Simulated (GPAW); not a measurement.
Zr:

```
Zr
1.0
     3.23200    0.00000    0.00000
    -1.61600    2.79899    0.00000
     0.00000    0.00000    5.14700
Zr
2
Direct
  0.66667 0.33333 0.75000
  0.33333 0.66667 0.25000
```

| Property | Result |
| --- | --- |
| Program | GPAW 26.7.0 |
| Task | relaxation of cell and atoms |
| Functional | PBEsol |
| Dispersion | D4 |
| Potentials or basis | PAW data sets generated in the run's folder for this functional |
| Cutoff | 600 eV |
| Basis | pw |
| k mesh | 9 × 9 × 5 |
| Occupations | fermi-dirac, width 0.05 eV |
| Spin | no spin polarisation |

At the start: pressure -4.4 GPa; volume 23.28 Å³/atom.

Where does the relaxation end?

Over 20 steps the energy falls by 14.6 meV/atom and the volume is 22.21 Å³/atom (-4.6 %); space group P6_3/mmc (No. 194, to 0.05 Å).

Step by step:
```
step  energy change (eV)  largest force (eV/Å)  pressure (GPa)  volume (Å³)
   1              0.0000                0.0000           -4.37        46.56
   2             -0.0106                0.0000           -3.53        46.12
   3             -0.0234                0.0000           -1.96        45.34
   4             -0.0284                0.0000            0.11        44.38
   5             -0.0285                0.0000            0.10        44.38
   6             -0.0285                0.0000            0.09        44.39
   7             -0.0286                0.0000            0.07        44.40
   8             -0.0287                0.0000            0.05        44.40
   9             -0.0288                0.0000            0.03        44.41
  10             -0.0289                0.0000            0.00        44.42
  11             -0.0290                0.0000           -0.02        44.43
  12             -0.0291                0.0000           -0.05        44.44
  13             -0.0292                0.0000           -0.06        44.44
  14             -0.0292                0.0000           -0.06        44.44
  15             -0.0292                0.0000           -0.03        44.42
  16             -0.0292                0.0000           -0.03        44.42
  17             -0.0292                0.0000           -0.03        44.42
  18             -0.0292                0.0000           -0.03        44.42
  19             -0.0292                0.0000           -0.02        44.42
  20             -0.0292                0.0000           -0.02        44.42
```

Final structure:
```yaml
crystal:
  lattice:
    - [3.16850, 0.00000, 0.00000]
    - [-1.58425, 2.74400, 0.00000]
    - [0.00000, 0.00000, 5.10861]
  atoms:
    - { symbol: Zr, position: [0.66667, 0.33333, 0.75000] }
    - { symbol: Zr, position: [0.33333, 0.66667, 0.25000] }
```

Caveat: later steps reuse the first step's grids; pairwise dispersion overbinds metals, which lowers pressure and volume.
